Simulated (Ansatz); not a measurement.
# KMgF3: equation of state with PBEsol

**The experiment to reproduce.**

“High-pressure structural, elastic and electronic properties of the scintillator host material, KMgF3”, 2007, arxiv:cond-mat/0703621 reports, for a powder of KMgF3: bulk modulus 71.2 ± 0.2 GPa.

Crystal: KMgF3.

```
CELL_PARAMETERS angstrom
3.98590 0.00000 0.00000
0.00000 3.98590 0.00000
0.00000 0.00000 3.98590
ATOMIC_POSITIONS crystal
K 0.50000 0.50000 0.50000
Mg 0.00000 0.00000 0.00000
F 0.00000 0.00000 0.50000
F 0.00000 0.50000 0.00000
F 0.50000 0.00000 0.00000
```

```yaml
Program: Ansatz 0.2.0
Task: equation of state
Functional: PBEsol
Potentials_or_basis: Ansatz PAW
Cutoff: 420 eV
Density_cutoff: 1680 eV
k_mesh: 7 × 7 × 7
Occupations: fermi-dirac, width 0.05 eV
Spin: no spin polarisation
```

```yaml
Equilibrium_volume: 12.72 Å³/atom
Bulk_modulus: 72 GPa
Pressure_derivative_of_the_bulk_modulus: 4.4
```

Energy against volume, from the lowest point:
| volume (Å³/atom) | energy (meV/atom) |
| --- | --- |
| 11.905 | 13.15 |
| 12.159 | 5.96 |
| 12.412 | 1.65 |
| 12.665 | 0.00 |
| 12.918 | 0.60 |
| 13.172 | 3.33 |
| 13.425 | 7.95 |

All runs of the series together: 4.4 s on 2 threads of Intel(R) Xeon(R) 6975P-C (Granite Rapids) (shared host).

Against the measured bulk modulus of KMgF3, 71.2 GPa (powder; “High-pressure structural, elastic and electronic properties of the scintillator host material, KMgF3”, 2007, arxiv:cond-mat/0703621), the calculated 72 GPa is off by +1.6 %. The fit is for a static lattice scaled at fixed shape and fixed fractional positions.
